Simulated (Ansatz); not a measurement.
# SrVO3

Method: PBE with spin–orbit coupling; two-component spinors; PAW, 420 eV, 8×8×8 k-mesh, Gaussian smearing of 0.05 eV; code Ansatz. The datasets are Ansatz's generated set soft_2.

```
Sr V O
1.0
     3.85800    0.00000    0.00000
     0.00000    3.85800    0.00000
     0.00000    0.00000    3.85800
Sr V O
1 1 3
Direct
  0.50000 0.50000 0.50000
  0.00000 0.00000 0.00000
  0.50000 0.00000 0.00000
  0.00000 0.50000 0.00000
  0.00000 0.00000 0.50000
```

The chain of runs began from a cell as deposited in COD, expanded in volume.

Magnetic state: ferromagnetic, site spin moments V 0.13 μB, along [001] (Cartesian), which lowers the symmetry.

The run above is the reference. The same cell was run again with other input settings; several of them aren't fit for production, so the rows show the settings' effect and aren't properties of the material.

```tsv
keys changed	outcome	ΔE (meV/atom)	P (GPa)	gap on the mesh (eV)	cell moment (μB)	largest force component (eV/Å)	SCF iterations	rough core-seconds	new warnings
none (reference)	converged	0.0	0.0	metal	0.15	0.000	–	–	–
hamiltonian.xc: "pbe" → "revpbe"; basis.xc_grid: 1; scf.lower_state_search: "off"	converged	–	3.5	metal	0.15	0.000	22	170	–
scf.n_extra_bands: 32	converged	0.0	0.0	metal	0.15	0.000	20	150	–
```

ΔE is the energy with the smearing extrapolated to zero. It is left out where the change alters the Hamiltonian or the spin treatment. The varied runs start from atomic densities (corrected by the program's trained start where that serves), with the default search for lower states unless a row changes it, while the reference went on from a saved state, so a magnet may end in another state whatever the setting.

(1) What happens with these changes: kpoints.mp_grid.shift: [0.5, 0.5, 0.5]?

Answer:

(1) outcome converged, ΔE (meV/atom) 0.9, P (GPa) 0.3, gap on the mesh (eV) metal, cell moment (μB) 0.50, largest force component (eV/Å) 0.000, SCF iterations 13, rough core-seconds 60.

3 further runs (cut off, refused for memory, with changed atoms or starts, or in doubt) are left out.

Of the reference: So small a moment in a metal hangs on mesh and smearing, and semilocal functionals can overstate it, so the real crystal may have none. Site moments are of spin, integrated over Gaussian weights of 0.5 Å, which gives about a tenth less on f atoms than spheres do. No antiparallel order was tried, and in such compounds it can hold moments and open a gap where a parallel start collapses.
